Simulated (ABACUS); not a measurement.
The system is MnS.

```
Mn S
1.0
     0.00000    2.60450    2.60450
     2.60450    0.00000    2.60450
     2.60450    2.60450    0.00000
Mn S
1 1
Cartesian
  0.0000 0.0000 0.0000
  2.6045 2.6045 2.6045
```

| Item | Value |
| --- | --- |
| Program | ABACUS 3.10.1 |
| Task | relaxation of cell and atoms |
| Functional | HCTH407 |
| Potentials or basis | SG15 ONCV 1.2 PBE |
| Cutoff | 1320 eV |
| Density cutoff | 5279 eV |
| Basis | plane waves |
| k mesh | 7 × 7 × 7 |
| Occupations | fermi-dirac, width 0.05 eV |
| Spin | collinear spin, ferromagnetic start |
| Starting moments | [4.0, 0.0] μB |

At the start: pressure 3.5 GPa; volume 17.67 Å³/atom.

Where does the relaxation end?

Over 4 steps the energy falls by 10.6 meV/atom and the volume is 18.59 Å³/atom (+5.2 %); space group Fm-3m (No. 225, to 0.05 Å); moment 4.97 μB per cell.

Step by step:
| step | energy change (eV) | largest force (eV/Å) | pressure (GPa) | volume (Å³) |
| --- | --- | --- | --- | --- |
| 1 | 0.0000 | 0.0000 | 3.46 | 35.33 |
| 2 | -0.0060 | 0.0000 | 2.92 | 35.62 |
| 3 | -0.0211 | 0.0000 | -0.27 | 37.34 |
| 4 | -0.0212 | 0.0000 | -0.02 | 37.18 |

Final structure:
```yaml
crystal:
  lattice:
    - [0.00000, 2.64909, 2.64909]
    - [2.64909, 0.00000, 2.64909]
    - [2.64909, 2.64909, 0.00000]
  atoms:
    - { symbol: Mn, position: [0.00000, 0.00000, 0.00000] }
    - { symbol: S, position: [0.50000, 0.50000, 0.50000] }
```

Caveat: the potentials were made for another functional, which shifts forces and pressure; a cell with one magnetic atom can't hold antiferromagnetic order, which such compounds often take.
